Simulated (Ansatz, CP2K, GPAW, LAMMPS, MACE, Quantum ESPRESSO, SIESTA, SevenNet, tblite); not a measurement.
**Amorphous TiO2 (84 atoms): one structure in several programs**

Wanted: errors and costs of other methods on amorphous TiO2 (84 atoms). A plane-wave run serves as the reference.

Program: Ansatz 0.2.0. Level of theory: Kohn-Sham DFT, PBE, PAW, plane waves. Results are calculated unless marked as measured.

### Step 1. Starting point

The cell holds 84 atoms: 28 Ti and 56 O. Its edges and angles: a = 10.274 Å, b = 10.274 Å, c = 10.274 Å, α = 90.0°, β = 90.0°, γ = 90.0°. 84 atoms (28 Ti, 56 O) placed at random at 3.55 g/cm³, melted at 5000 K for 10 ps at fixed volume with the Morse and Coulomb pair potential with partial charges (Pedone, Malavasi, Menziani, Cormack and Segre, J. Phys. Chem. B 110, 11780 (2006)). Quenched from 5000 K to 300 K at 10 K/ps and fixed volume, held 10 ps at zero pressure.

### Step 2. Reference: Ansatz, plane waves

The PAW files are the set soft_2.

The input, input.yaml:

```yaml
crystal:
  lattice:
    - [10.27383, 0.0, 0.0]
    - [0.0, 10.27383, 0.0]
    - [0.0, 0.0, 10.27383]
  atoms:
    - { symbol: Ti, position: [0.72862, 0.60616, 0.75268] }
    - { symbol: Ti, position: [0.10328, 0.15379, 0.34088] }
    - { symbol: Ti, position: [0.46933, 0.47556, 0.00346] }
    - { symbol: Ti, position: [0.21479, 0.75905, 0.86476] }
    [... 74 atom lines left out ...]
    - { symbol: O, position: [0.46981, 0.99584, 0.36449] }
    - { symbol: O, position: [0.21671, 0.07027, 0.19404] }
    - { symbol: O, position: [0.0947, 0.06669, 0.9464] }
    - { symbol: O, position: [0.80302, 0.70813, 0.87662] }
    - { symbol: O, position: [0.37188, 0.87652, 0.82712] }
    - { symbol: O, position: [0.09238, 0.85836, 0.77798] }
kpoints:
  mp_grid: { grid: [1, 1, 1] }
hamiltonian:
  xc: pbe
scf:
  occupations: { method: fermi_dirac, width: 0.05 }
output:
  forces: true
  eigenvalues: true
  populations: true
  stress: true
```

The run is started by

```sh
> ansatz run input.yaml --threads 4 --pin off --max-ram 8192MiB --backend cpu --events-out ev --progress --plain --runs-dir out
```

Numbers of over 12 decimals in the logs are rounded to 6 here.

Log:

```text
[...]
Pseudopotentials: kind: paw
Pseudopotential: Ti, paw, valence charge 12, recommended cutoff 420 eV (normal), Ti.paw.azcp
Pseudopotential: O, paw, valence charge 6, recommended cutoff 420 eV (normal), O.paw.azcp
[...]
Crystal: 84 atoms, lattice volume = 1084.419 Å³
Basis set: ecut = 420 eV, 21247 PW (Γ), exchange–correlation on 144×144×144 points (8 copies of the dense FFT grid, shifted against one another)
Bands: 420, of which v1, the nominal top of the filled ones, is band 336 counted from 1 (335 counted from 0)
Symmetry: 1 space group operations
Space group: P1 (ITA 1), of the structure as read, at distance tolerance 1.0e-4 Å
k-points: 1
[...]
Initial density: superposition of atomic densities (neutral atoms: chi_scale 0, normalization atom), corrected by the library's trained network
Initial wavefunctions: pseudopotential atomic-orbital guess
[...]
SCF iter   1: F=—  HF=-101870.599250 eV  |F-HF|=—  |Δ(HF+E_count)|=         —  Δρ=4.61e-3  dr2=2.22e-1  ethr=1.77e-3  ⟨swp⟩=4.0  Hψ=1558  notcnv=0  defer=20
preconditioner: auto → Resta (q_TF=auto, 2.519 Å⁻¹)  ε∞=7.1  [insulator: Δε(μ)=2.316 eV  Ē_g=9.673 eV  σ=0.050 eV  W_gap=1.00  n_scr=256 (ndim 8)  ℏωp=23.9 eV  f_vac=0.114  D(μ)=0.00/eV (n_scr^D=0)  ε∞_Penn≈7.1]
[...]
SCF iter  11: F=—  HF=-101870.586091 eV  |F-HF|=—  |Δ(HF+E_count)|=   1.84e-7  Δρ=3.36e-6  dr2=1.39e-7  ethr=1.04e-10  ⟨swp⟩=2.0  Hψ=620  notcnv=0  defer=70
SCF iter  12: F=-101870.586091 eV  HF=-101870.586091 eV  |F-HF|=1.14e-8  |Δ(HF+E_count)|=   8.23e-8  Δρ=1.83e-6  dr2=4.35e-8  ethr=1.49e-11  ⟨swp⟩=9.0  Hψ=1564  notcnv=0
SCF 1 converged in 12 iterations: F = -101870.586091 eV  dr2 = 4.35e-8
[...]
SCF converged after 12 iterations
Free energy (F): -101870.586091 eV
Harris-Foulkes:  -101870.586091 eV  (|F-HF|=1.14e-8)
Internal energy: -101870.586091 eV  (E = F + TS)
E sigma→0 (E₀):  -101870.586091 eV
Fermi energy:    6.952822 eV
--- Per-component energies (eV) ---
[...]
Σ components = -101870.586091   (vs F -101870.586091, Δ=0.00e0)
--- Forces (eV/Å), atoms counted from 1 ---
  atom   1  Ti    -0.38170083     0.18785857     1.73309874
  atom   2  Ti    -0.22497020    -0.05524133    -2.22424524
  atom   3  Ti    -0.64255709    -0.01214803     0.21388792
  atom   4  Ti    -0.43430854     0.74907547    -0.72959048
[...]
atom  84  O     -0.06263646    -0.24120387    -0.31880705
  max |Σ_I F_I| component: 1.27e-4 eV/Å
--- Stress (GPa, compression-positive) ---
        3.411006      -0.870087      -0.189687
       -0.870087       2.838079       2.434072
       -0.189687       2.434072       5.582823
  P = ⅓ Tr σ = 3.9440 GPa (39.440 kbar)
--- Band table (eV) ---
  k-point 0: bands = ["-51.0630", "-50.8431", "-50.8179", "-50.7662", [... 404 levels ...], "10.5506", "10.5635", "10.6073", "10.6537", "10.6707", "10.7178", "10.7529", "10.7678", "10.7990", "10.8233", "10.8458", "10.8905"]
--- Löwdin populations: 84 sites ---
  site symbol       q [e]
     0     Ti     10.6862
     1     Ti     10.6669
     2     Ti     10.6893
[...]
83      O      6.5938
  spilling = 0.003403 (of n_electrons = 672.000000)
```

Run time: 22 s. Hardware: 4 threads of Arm Neoverse V1, shared host; peak memory 1.5 GiB.

In the SCF lines HF is the Harris–Foulkes energy and dr2 the Hartree energy of the density residual, in eV; the loop may stop once dr2 is under the threshold and the program's other checks hold. Hψ counts applications of the Hamiltonian.

The run gave:

* free energy: -101870.5861 eV
* free energy per atom: -1212.7451 eV/atom
* SCF cycles: 12
* pressure: 3.944 GPa
* r.m.s. force component: 0.7986 eV/Å
* longest force: 2.72 eV/Å
* Fermi energy: 6.953 eV
* gap (highest filled to lowest empty level): 2.251 eV
* spilling of the projection: 0.003403

Neighbours are counted within 2.64 Å (O-Ti).

Length of the force by element and coordination:

| element | coordination | atoms | mean length of the force (eV/Å) | spread | least | most |
| --- | --- | --- | --- | --- | --- | --- |
| O | all | 56 | 1.17 | 0.485 | 0.358 | 2.72 |
| O | 2 | 32 | 1.16 | 0.527 | 0.358 | 2.72 |
| O | 3 | 24 | 1.20 | 0.420 | 0.460 | 2.19 |
| Ti | all | 28 | 1.50 | 0.503 | 0.669 | 2.72 |
| Ti | 4 | 8 | 1.42 | 0.344 | 0.677 | 1.79 |
| Ti | 5 | 16 | 1.58 | 0.603 | 0.669 | 2.72 |
| Ti | 6 | 4 | 1.38 | 0.173 | 1.19 | 1.63 |

Löwdin charges by element and coordination (they lack the spilled electrons, 0.027 e an atom on average):

| element | coordination | atoms | mean charge (e) | spread | least | most |
| --- | --- | --- | --- | --- | --- | --- |
| O | all | 56 | -0.626 | 0.0457 | -0.732 | -0.514 |
| O | 2 | 32 | -0.599 | 0.037 | -0.681 | -0.514 |
| O | 3 | 24 | -0.663 | 0.0264 | -0.732 | -0.611 |
| Ti | all | 28 | 1.33 | 0.0274 | 1.28 | 1.38 |
| Ti | 4 | 8 | 1.31 | 0.0142 | 1.28 | 1.33 |
| Ti | 5 | 16 | 1.34 | 0.0239 | 1.31 | 1.38 |
| Ti | 6 | 4 | 1.36 | 0.0064 | 1.36 | 1.37 |

The levels nearest the highest filled one (over half full), pooled over k-points and spins:

| level less the highest filled one (eV) | occupation |
| --- | --- |
| -0.232 | 2 |
| -0.201 | 2 |
| -0.178 | 2 |
| -0.115 | 2 |
| -0.0588 | 2 |
| 0 | 2 |
| 2.25 | 0 |
| 2.54 | 0 |
| 2.60 | 0 |
| 2.62 | 0 |
| 2.68 | 0 |
| 2.70 | 0 |

The run ends at a pressure of 3.94 GPa, with forces up to 2.7 eV/Å.

### Step 3. Local order

Density 3.42 g/cm³, 12.91 Å³ an atom.

g(r), total and by pair (bins of 0.2 Å):

| r (Å) | total | O-O | O-Ti | Ti-Ti |
| --- | --- | --- | --- | --- |
| 1.70 | 1.29 | 0.00 | 2.90 | 0.00 |
| 1.90 | 2.56 | 0.00 | 5.75 | 0.00 |
| 2.10 | 0.59 | 0.00 | 1.33 | 0.00 |
| 2.30 | 0.09 | 0.00 | 0.21 | 0.00 |
| 2.50 | 0.37 | 0.65 | 0.18 | 0.00 |
| 2.70 | 1.30 | 2.73 | 0.19 | 0.00 |
| 2.90 | 1.28 | 2.72 | 0.13 | 0.13 |
| 3.10 | 0.94 | 1.75 | 0.14 | 0.90 |
| 3.30 | 0.89 | 0.91 | 0.54 | 2.21 |
| 3.50 | 1.04 | 0.70 | 0.90 | 3.01 |
| 3.70 | 1.06 | 0.75 | 1.08 | 2.21 |
| 3.90 | 1.11 | 0.75 | 1.59 | 0.64 |
| 4.10 | 0.98 | 0.59 | 1.52 | 0.46 |
| 4.30 | 1.12 | 0.61 | 1.67 | 1.02 |
| 4.50 | 1.10 | 0.65 | 1.59 | 0.97 |
| 4.70 | 1.07 | 0.92 | 1.26 | 0.95 |
| 4.90 | 0.90 | 1.04 | 0.70 | 1.14 |

Bonds by pair of elements; cutoffs follow the first minimum of g(r), held within bounds set by covalent radii, and pairs that aren't listed don't count as bonded:

| pair A-B | cutoff (Å) | bonds | mean length (Å) | spread (Å) | shortest (Å) | B about A | A about B |
| --- | --- | --- | --- | --- | --- | --- | --- |
| O-Ti | 2.64 | 136 | 1.92 | 0.162 | 1.71 | 2.43 | 4.86 |

How many atoms have how many bonded neighbours:

| element | mean | 2 | 3 | 4 | 5 | 6 |
| --- | --- | --- | --- | --- | --- | --- |
| O | 2.43 | 32 | 24 | 0 | 0 | 0 |
| Ti | 4.86 | 0 | 0 | 8 | 16 | 4 |

Rings of the network by King's shortest-path rule, up to 12 atoms, one path for each pair of neighbours; H, halogens, alkali and alkaline-earth atoms are left out, and the last column divides by all other atoms, bonded or not:

| ring size (atoms) | rings | per network atom |
| --- | --- | --- |
| 4 | 13 | 0.155 |
| 6 | 15 | 0.179 |
| 8 | 55 | 0.655 |
| 10 | 53 | 0.631 |
| 12 | 16 | 0.19 |

### Step 4. What was run beside it

The programs:
- CP2K 2026.2: Gaussian basis with GTH pseudopotentials and a plane-wave density; labels give functional, basis (MOLOPT sets; SR short-range, UZH the newer set with its own potentials), grid cutoff/relative cutoff and solver (OT: orbital transformation; TRS4, TC2, SIGN: linear-scaling purification with its sparsity filter), or its built-in tight binding.
- GPAW 26.7.0: PAW with atomic orbitals (LCAO), plane waves or a real-space grid of spacing h.
- MACE: machine-learned potential, published weights.
- Quantum ESPRESSO 7.5: plane waves; labels (QE) give functional, pseudopotential set and cutoffs of waves/density.
- SIESTA 5.4.2: numerical atomic orbitals, whose automatically made sets are far from complete, with PseudoDojo norm-conserving potentials that we converted to its format (checked against plane waves on the same files for H, C, O, Si, Ge and Ca alone); labels give functional, basis size, energy shift and mesh cutoff.
- SevenNet: machine-learned potential, published weights.
- tblite 0.8.0: extended tight binding, driven from Python.

All use the same cell and atoms; the electronic-structure runs use the same k-mesh, and an electronic temperature of 580 K (0.05 eV) where levels are smeared.

Differences are against the plane-wave reference, forces as r.m.s. over components; share is that over the reference's r.m.s. force, slope the least-squares factor from reference forces to these. Total energies of different programs have different zeros and aren't compared.

| run | Δ force, r.m.s. (meV/Å) | share (%) | slope | Δ pressure (GPa) | Δ gap (eV) | cores | CPU time | memory (GiB) |
| --- | --- | --- | --- | --- | --- | --- | --- | --- |
| reference | - | - | - | - | - | 4 | 84 s | 1.5 |
| CP2K PBE, DZVP-MOLOPT-SR, 800/50 Ry, OT DIIS | 28.6 | 3.58 | 1.020 | 0.162 | -0.0705 | 4 | 16 min | 4.0 |
| GPAW PBE, LCAO dzp, h 0.18 Å | 145 | 18.1 | 1.095 | - | -0.0962 | 1 | 8.3 min | 1.8 |
| GPAW PBE, LCAO sz(dzp), h 0.18 Å (coarse) | 245 | 30.7 | 1.170 | - | -0.284 | 1 | 2.9 min | 1.5 |
| GPAW PBE, LCAO szp(dzp), h 0.18 Å (coarse) | 222 | 27.8 | 1.170 | - | -0.233 | 1 | 5.5 min | 1.7 |
| GPAW PBE, plane waves 600 eV | 37.8 | 4.74 | 1.025 | -4.00 | 0.0029 | 2 | 9.7 min | 1.8 |
| GPAW RPBE, LCAO dzp, h 0.18 Å | 188 | 23.5 | 1.120 | - | -0.0789 | 1 | 8.2 min | 1.8 |
| MACE MP-0b3 medium potential | 121 | 15.2 | 0.937 | 1.18 | - | 1 | 9.2 s | 1.1 |
| MACE MPA-0 medium potential | 116 | 14.5 | 0.988 | 1.62 | - | 1 | 9.2 s | 1.1 |
| QE PBE+D3(BJ), sssp-1.3.0-efficiency, 60/480 Ry | 8.74 | 1.09 | 0.994 | -3.07 | -0.008 | 4 | 19 min | 3.6 |
| QE PBE, dojo-0.4.1-standard, 60/240 Ry (coarse) | 20.6 | 2.57 | 1.007 | -10.1 | 0.018 | 4 | 14 min | 1.9 |
| QE PBE, sssp-1.3.0-efficiency, 60/480 Ry | 6.75 | 0.846 | 0.994 | -0.477 | -0.008 | 4 | 18 min | 3.6 |
| SIESTA PBE, DZ, shift 0.01 Ry, mesh 500 Ry (coarse) | 120 | 15.0 | 1.063 | -5.35 | -0.246 | 2 | 3.1 min | 1.4 |
| SIESTA PBE, DZP, shift 0.01 Ry, mesh 150 Ry (coarse) | 70.1 | 8.78 | 1.036 | -0.284 | -0.181 | 2 | 96 s | 0.77 |
| SIESTA PBE, DZP, shift 0.01 Ry, mesh 500 Ry | 63.0 | 7.89 | 1.035 | -0.264 | -0.181 | 4 | 6.3 min | 2.3 |
| SIESTA PBE, SZP, shift 0.01 Ry, mesh 500 Ry (coarse) | 105 | 13.2 | 1.087 | -0.325 | -0.263 | 2 | 4.5 min | 1.8 |
| SevenNet 0 potential | 111 | 13.9 | 0.990 | 1.11 | - | 1 | 9 s | 0.96 |
| tblite GFN1-xTB | 688 | 86.1 | 0.258 | -14.9 | - | 1 | 5.7 s | 0.12 |

Rows marked coarse were listed beforehand as settings not expected to be converged; some can still land near the reference.

Times of the machine-learned potentials are mostly Python's start and the loading of weights.

CPU time is summed over cores on a shared host, where runs went side by side, so it is rough. Symmetry, cutoffs, thresholds, outputs and thread counts weren't matched or tuned between programs; memory under MPI is the largest rank's times the ranks.

Mean charges by element (e), by run and scheme:

| run | scheme | Ti | O |
| --- | --- | --- | --- |
| reference | Löwdin | +1.33 | -0.63 |
| CP2K PBE, DZVP-MOLOPT-SR, 800/50 Ry, OT DIIS | Mulliken | +1.09 | -0.54 |
| CP2K PBE, DZVP-MOLOPT-SR, 800/50 Ry, OT DIIS | Hirshfeld | +0.60 | -0.30 |
| SIESTA PBE, DZP, shift 0.01 Ry, mesh 500 Ry | Hirshfeld | +0.51 | -0.26 |
| tblite GFN1-xTB | Mulliken | +0.90 | -0.45 |

The reference's Löwdin charges lack the electrons that the projection spills, 0.027 e an atom on average.

Within one program, basis, potentials and functional, energies share a zero. Each run against its twin at the usual cutoff or grid and solver:

| run | twin | Δ energy (meV/atom) | Δ force, r.m.s. (meV/Å) | CPU time over the twin's |
| --- | --- | --- | --- | --- |
| SIESTA PBE, DZP, shift 0.01 Ry, mesh 150 Ry | DZP, shift 0.01 Ry, mesh 500 Ry | 3.33 | 28.6 | 0.26 (this twin ran on 4 cores) |

### Step 5. Results

| Property | Result |
| --- | --- |
| reference r.m.s. force component | 0.799 eV/Å |
| nearest in forces | QE PBE, sssp-1.3.0-efficiency, 60/480 Ry, 0.85 % |
| farthest in forces | tblite GFN1-xTB, 86 % |
| cheapest electronic-structure run beside the reference | tblite GFN1-xTB, 5.7 s of CPU time |

PBE on plane waves or a grid with other potentials, cutoffs or grids, coarse settings apart, differs from the reference by 0.85 % (QE PBE, sssp-1.3.0-efficiency, 60/480 Ry) to 4.7 % (GPAW PBE, plane waves 600 eV) of the r.m.s. force; this holds the reference's own error, so differences of a few per cent don't tell which side is nearer the exact PBE result (QE's 60 Ry are 816 eV, against the reference's 420 eV). The PBE runs in local orbitals, coarse settings apart, differ by 3.6 % (CP2K PBE, DZVP-MOLOPT-SR, 800/50 Ry, OT DIIS) to 18 % (GPAW PBE, LCAO dzp, h 0.18 Å); basis, grid and potentials can all enter. Tight binding differs by 86 % (tblite GFN1-xTB); it is another model, with fitted parameters of its own, and the xTB methods hold dispersion. Machine-learned potentials differ by 14 % (SevenNet 0 potential) to 15 % (MACE MP-0b3 medium potential); they were trained on other programs' data. Rows with another functional or a dispersion term differ by 1.1 % (QE PBE+D3(BJ), sssp-1.3.0-efficiency, 60/480 Ry) to 24 % (GPAW RPBE, LCAO dzp, h 0.18 Å), which mixes the change of model with differences of basis and potentials. Runs with settings chosen to be coarse differ by 2.6 % (QE PBE, dojo-0.4.1-standard, 60/240 Ry) to 31 % (GPAW PBE, LCAO sz(dzp), h 0.18 Å), their programs' other errors included. One electronic-structure run takes under half the reference's CPU time: tblite GFN1-xTB, at 86 % in 5.7 s against 84 s, too far off to be of use; its pressure misses by -14.9 GPa. GPAW PBE, LCAO sz(dzp), h 0.18 Å stiffens the forces by a factor of 1.17 while following their directions (correlation 0.977); the slopes of the 5 GPAW runs lie between 1.03 and 1.17. At the same functional, gaps differ from the reference's 2.25 eV by between -0.28 and +0.02 eV. In pressure, QE PBE, dojo-0.4.1-standard, 60/240 Ry misses by -10.1 GPa, at the same functional; a cutoff this low leaves a large Pulay stress. Charges hang on model, scheme and program or settings: among these rows the mean for Ti runs from +0.51 to +1.33 e. In the reference: filled and empty levels are parted by 2.25 eV (at Γ alone); a semilocal functional tends to put such gaps too low. In a disordered cell it changes from sample to sample, and tail or defect levels can set it. In the reference: mean Löwdin charges: O -0.63, Ti +1.33 e (they miss 0.34 % of the electrons, so they add up to more than the cell's charge). Periodic xTB results under one method name differ between programs and library versions. Machine-learned potentials mimic data converged in k, so the reference's own k-point error enters their differences. The quench rate of 10 K/ps is many orders above laboratory rates, so the cell is likely richer in defects and strain than a real sample. The network of bonds at the start is that of the classical potential that made the cell, and needn't be the one that DFT or experiment would give. The electronic-structure runs sample only Γ, in a cell whose shortest periodic width is 10 Å.

[Also dropped from logs without a mark: logging warnings of Python, and SIESTA's first energy breakdown and zero terms.]

[Logs are printed without paths, hosts, clocks, repeated set-up lines and the standing remarks that a program may print on its own settings, such as how far it seeks lower states.]

[Hosts, paths, dates, database ids (printed as entryN), source tags and the programs' standing remarks are cut or masked in the printed files.]
